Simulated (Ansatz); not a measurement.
# RuAl/MgO/V: predicting the conductance of a thicker barrier

How it was computed: Ansatz 0.2.0, plane waves with PAW datasets, PBE. Interfaces are relaxed in a short slab (with D3(BJ) where the barrier is layered), set between ideal electrode layers that go on as semi-infinite leads, and the zero-bias conductance G at 300 K comes from T(E) on a typed mesh. The error is the largest of the program's estimates from energy step, mesh, the leads' potential steps and neutrality; its separate bound for narrow resonances between the energies solved isn't counted and can be far larger. The lower electrode is RuAl (B2 001), the upper V (bcc 001) and the barrier MgO (rock salt 001), on a net of side 3.003 Å; d is the distance between the electrodes' last planes.

Runs in hand:

```
planes in the barrier  d (Å)  G (S/m²)  error (%)  lead step (meV)
                    2   6.23   2.10e12         11               10
                    3   8.36   1.04e11         13               10
                    4  10.49    4.49e9          9               10
                    5  12.63    2.34e8         12               10
                    6  14.76    1.44e7         14               10
                    7  16.89    1.04e6         34               10
                    9  21.15    2.09e4         81               10
```

**Question.** A further run has 10 planes, d = 23.28 Å. Fit G ∝ exp(−βd) to the rows shown and predict its conductance.

**Worked fit.** Take y = ln G: 28.37, 25.37, 22.23, 19.27, 16.48, 13.85 and 9.95. The means are d = 12.93 Å and y = 19.36; Σ(Δd Δy) = −199.24 and Σ(Δd)² = 158.42, so the slope is −1.258 Å⁻¹ (β = 1.258 Å⁻¹). At d = 23.28 Å, y = 19.36 − 1.258 × 10.35 = 6.34, or G = 568 S/m².

What the calculation gave: The run gave 4890 S/m², with an error estimate of 82 % and a lead step of 10 meV. The prediction is 0.116 times that, too low by a factor of 8.6. Step by step the slopes are 1.41, 1.47, 1.38, 1.31, 1.23, 0.92 and 0.68 Å⁻¹. How much of this is a real bend and how much error of the rows wasn't traced.

Caveats: The interfaces are ideal, one cell wide, strained to a common net and relaxed from one registry with their symmetry kept. PBE's gaps are too small, so true decay constants are likely larger where the Fermi level lies deep in a gap. No spin-orbit coupling, phonons, disorder or image charges enter. The rows shown are chosen by tests on error estimates (under 100 to 120 %), lead steps (under 150 meV, though the program warns over 25), intact interfaces and, for fits, a steady trend in the rows shown; the data set holds 414 series of this kind, and not all pass.

[Logs are printed without paths, hosts, clocks, repeated set-up lines and the standing remarks that a program may print on its own settings, such as how far it seeks lower states.]
